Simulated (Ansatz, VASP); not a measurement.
# One calculation of V, two programs

```
V
1.0
     0.00000    2.52768    2.52768
     2.52768    0.00000    2.52768
     2.52768    2.52768    0.00000
V
2
Direct
  0.12500 0.12500 0.12500
  0.87500 0.87500 0.87500
```

Alike in both runs: task single point; functional PBEsol; k mesh 12 × 12 × 12; occupations fermi-dirac, width 0.1 eV; no spin polarisation.

|  | VASP | Ansatz |
| --- | --- | --- |
| version | VASP 6.6.1 | Ansatz 0.2.0 |
| potentials or method | VASP PAW PBE potentials, release 64 (V_sv) | plane waves (420 eV) with PAW, scalar-relativistic |
| plane-wave cutoff (eV) | 520 | 420 |
| valence electrons in the cell | 26 | 26 |

Ansatz gave:

- pressure (GPa): 6.9

Question: What did VASP give for the same quantities?

Answer: Pressure (GPa): 8.0.

Ansatz warned: «pseudo_functional_mismatch».

Caveats: the PAW data sets were made with another functional, which shifts forces and pressure a little (VASP).
